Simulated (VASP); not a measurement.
# CdS, optical spectrum of independent particles: which settings are enough?

CdS, F-43m (no. 216), 2 atoms in the cell. LDA, independent-particle dielectric function; PAW potentials Cd, S (LDA set). VASP 6.6.1.

Wanted: ε at zero frequency, electronic within 1 %; spectrum (imaginary part of ε) within 10 %.

POSCAR:
```
CdS
1.0
    0.0000000000      2.9165000000      2.9165000000
    2.9165000000      0.0000000000      2.9165000000
    2.9165000000      2.9165000000      0.0000000000
Cd S
1 1
Direct
    0.0000000000      0.0000000000      0.0000000000
    0.7500000000      0.7500000000      0.7500000000
```

The series start from Bands in all (NBANDS): 19; Plane-wave cutoff (eV): 310; Energy points: 2000; k mesh: 8 × 8 × 8; Precision mode: Accurate; Electronic algorithm: Normal. Each series keeps the choices made before it, and each single choice may use up half of a tolerance. Times cover all steps of a run.

## Bands in all (NBANDS)

| Bands in all (NBANDS) | ε at zero frequency, electronic | Spectrum (imaginary part of ε), largest deviation against the largest value | Time (s) |
|---|---|---|---|
| 12 | 7.238 | 17 % | 8.5 |
| 15 | 7.749 | 0.8 % | 9.9 |
| 19 | 7.842 | 0.94 % | 9.2 |
| 25 | 7.884 | 0.6 % | 9.7 |
| 33 | 7.919 | 0.61 % | 13 |
| 49 (reference) | 7.952 | 0 % | 12 |

Chosen: 33, the loosest value from which every tighter one stays within half of the tolerance.

## Plane-wave cutoff (eV)

| Plane-wave cutoff (eV) | ε at zero frequency, electronic | Spectrum (imaginary part of ε), largest deviation against the largest value | Time (s) |
|---|---|---|---|
| 170 | 7.861 | 18 % | 5.6 |
| 210 | 7.949 | 10 % | 7.5 |
| 250 | 7.918 | 3.9 % | 8.4 |
| 310 | 7.919 | 1.2 % | 13 |
| 380 (reference) | 7.902 | 0 % | 14 |

Chosen: 250.

## Energy points

| Energy points | ε at zero frequency, electronic | Spectrum (imaginary part of ε), largest deviation against the largest value | Time (s) |
|---|---|---|---|
| default | 7.918 | 2.6 % | 9.2 |
| 2000 | 7.918 | 0.14 % | 8.4 |
| 4000 (reference) | 7.918 | 0 % | 9.5 |

Chosen: default.

## k mesh

| k mesh | ε at zero frequency, electronic | Spectrum (imaginary part of ε), largest deviation against the largest value | Time (s) |
|---|---|---|---|
| 4 × 4 × 4 | 17.1 | 394 % | 6.6 |
| 5 × 5 × 5 | 11.88 | 199 % | 6.1 |
| 6 × 6 × 6 | 9.617 | 113 % | 6.5 |
| 8 × 8 × 8 | 7.918 | 45 % | 9.2 |
| 10 × 10 × 10 | 7.383 | 21 % | 10 |
| 13 × 13 × 13 | 7.126 | 19 % | 13 |
| 16 × 16 × 16 | 7.05 | 12 % | 18 |
| 19 × 19 × 19 | 7.024 | 8.1 % | 24 |
| 22 × 22 × 22 (reference) | 7.016 | 0 % | 33 |

Chosen: 22 × 22 × 22; the next looser run is off by more than half of the tolerance, so convergence isn't shown beyond this value.

## Precision mode

| Precision mode | ε at zero frequency, electronic | Spectrum (imaginary part of ε), largest deviation against the largest value | Time (s) |
|---|---|---|---|
| Accurate | 7.016 | 0 % | 33 |
| Normal | 7.014 | 0.054 % | 19 |
| Single | 7.016 | 0.011 % | 46 |

Chosen: Normal, the fastest of those that stay within half of the tolerance.

## Electronic algorithm

| Electronic algorithm | ε at zero frequency, electronic | Spectrum (imaginary part of ε), largest deviation against the largest value | Time (s) |
|---|---|---|---|
| Normal | 7.014 | 0 % | 19 |
| Fast | 7.014 | 0.11 % | 16 |
| Exact | 7.014 | 0.032 % | 189 |

Chosen: Fast; it saves 2.8 s of 19, so Normal would do nearly as well.

## All choices together

| Input | ε at zero frequency, electronic | Spectrum (imaginary part of ε), largest deviation against the largest value | Time (s) |
|---|---|---|---|
| all settings of the optics step left to the defaults, ground-state mesh (naive) | 7.612 | 27 % | 8.2 |
| chosen settings | 7.014 | 2 % | 16 |
| reference settings throughout | 7.053 | 0 % | 90 |

The chosen settings stay within the tolerance of the reference run, but the reference itself isn't shown to be converged in: k mesh.

## The input

INCAR.step1:
```
SYSTEM = CdS
PREC     = Normal         ! precision mode
ENCUT    = 250            ! plane-wave cutoff, eV
ISMEAR   = 0              ! smearing method
SIGMA    = 0.02           ! smearing width, eV
EDIFF    = 1E-7           ! SCF threshold, eV
LASPH    = .TRUE.         ! aspherical terms in the spheres
KPAR     = 4            
LWAVE    = .FALSE.        ! write WAVECAR
LCHARG   = .TRUE.         ! write CHGCAR
GGA      = CA             ! functional
```

INCAR.step2:
```
SYSTEM = CdS
PREC     = Normal         ! precision mode
ENCUT    = 250            ! plane-wave cutoff, eV
ISMEAR   = 0              ! smearing method
SIGMA    = 0.05           ! smearing width, eV
EDIFF    = 1E-6           ! SCF threshold, eV
LASPH    = .TRUE.         ! aspherical terms in the spheres
KPAR     = 4            
LWAVE    = .FALSE.        ! write WAVECAR
LCHARG   = .FALSE.        ! write CHGCAR
ICHARG   = 11             ! starting density
LOPTICS  = .TRUE.         ! frequency-dependent dielectric function
NBANDS   = 33             ! bands
CSHIFT   = 0.1          
ALGO     = Fast           ! electronic algorithm
GGA      = CA             ! functional
```

KPOINTS.step1:
```
k-points
0
Gamma
  8 8 8
```

KPOINTS.step2:
```
Automatic mesh
0
Gamma
  22 22 22
  0 0 0
```

Commands (each step's output is kept before the next begins):
```
cat potpaw_LDA.64/Cd/POTCAR potpaw_LDA.64/S/POTCAR > POTCAR
cp INCAR.step1 INCAR
cp KPOINTS.step1 KPOINTS
mpirun -np 4 vasp_std > vasp.out
cp INCAR.step2 INCAR
cp KPOINTS.step2 KPOINTS
mpirun -np 4 vasp_std > vasp.out
```

Limits: Spin-orbit coupling is left out, which can matter with atoms this heavy; the pull between electron and hole is left out; the onset follows the functional's gap, which semilocal functionals usually make too small.

The chosen input took VASP 6.6.1 16 s on 4 cores (AMD EPYC 7R43 (Zen 3)), a shared host.

## An input that fails: one empty band

It runs to its end, but against the unchanged starting input it is off by 26 % in the ε at zero frequency, electronic, 74 % in the spectrum (imaginary part of ε).

Changes against the starting input:
```
(step 2)
- NBANDS = 19
+ NBANDS = 10
```
